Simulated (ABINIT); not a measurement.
ZrB2:

```xyz
3
Lattice="3.1700 0.0000 0.0000 -1.5850 2.7453 0.0000 0.0000 0.0000 3.5330" Properties=species:S:1:pos:R:3 pbc="T T T"
Zr    0.0000    0.0000    0.0000
B     1.5850    0.9151    1.7665
B     0.0000    1.8302    1.7665
```

Base run:

```yaml
Program: ABINIT 10.8.3 (patched build)
Functional: PBEsol
Potentials_or_basis: PseudoDojo NC SR PBEsol v0.4.1 standard
Cutoff: 1034 eV
k_mesh: 10 × 10 × 8
Occupations: fermi-dirac, width 0.05 eV
Spin: no spin polarisation
```

Its results: band gap on the k mesh none (metal or under the smearing width); pressure -3.7 GPa.

Q: After a change of settings the same cell gave: band gap on the k mesh none (metal or under the smearing width); pressure -4.2 GPa. Which change was it?
A. functional from PBEsol to HCTH407; potentials or basis from PseudoDojo NC SR PBEsol v0.4.1 standard to JTH PAW PBE v2.0; cutoff from 1034 eV to 463 eV
B. potentials or basis from PseudoDojo NC SR PBEsol v0.4.1 standard to JTH PAW PBE v2.0; cutoff from 1034 eV to 544 eV
C. functional from PBEsol to SOGGA; potentials or basis from PseudoDojo NC SR PBEsol v0.4.1 standard to JTH PAW PBE v2.0; cutoff from 1034 eV to 463 eV
D. functional from PBEsol to PBE; potentials or basis from PseudoDojo NC SR PBEsol v0.4.1 standard to PseudoDojo NC SR PBE v0.5 standard

A: B.

Caveats: the PAW data sets were made with another functional, which shifts forces and pressure a little (some runs).

Not every run made on this cell is shown here.
